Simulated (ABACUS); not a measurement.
GaAs under changes of volume

One of the cells (22.590 Å³/atom); the others are scaled copies at fixed shape and fractional positions:

```
CELL_PARAMETERS angstrom
0.00000 2.82685 2.82685
2.82685 0.00000 2.82685
2.82685 2.82685 0.00000
ATOMIC_POSITIONS crystal
As 0.75000 0.75000 0.75000
Ga 0.00000 0.00000 0.00000
```

- Program: ABACUS 3.10.1
- Functional: PBEsol
- Potentials or basis: PseudoDojo NC SR 0.4.1 PBEsol standard
- Cutoff: 1143 eV
- Density cutoff: 4572 eV
- Basis: plane waves
- k mesh: 8 × 8 × 8
- Occupations: fermi-dirac, width 0.05 eV
- Spin: no spin polarisation

```tsv
volume (Å³/atom)	energy over the lowest point (meV/atom)	pressure (GPa)	gap on the mesh (eV)
21.234	22.35	5.3	0.91
21.686	?	?	?
22.138	2.81	1.7	0.59
22.590	0.00	0.3	0.44
23.041	1.18	-1.1	0.30
23.493	5.92	-2.3	0.15
23.945	13.74	-3.3	none
```

Q: What does the run at 21.686 Å³/atom give?

A: Energy over the lowest point 10.09 meV/atom; pressure 3.4 GPa; gap on the mesh 0.75 eV.

Worked out: A Birch-Murnaghan fit of order 3 (a polynomial in V^(-2/3)) to the other rows has its minimum at 22.67 Å³/atom with B0 = V·E''(V) = 69 GPa and B' = 4.9. It gives 10.06 meV/atom at 21.686 Å³/atom, against the run's 10.09, and -dE/dV = 3.4 GPa, against 3.4.

Energies are extrapolated to zero smearing.

A mesh can miss the band edges. Spin-orbit coupling on As, Ga is left out.

A gap of «none» marks a metal or a gap under the smearing width.
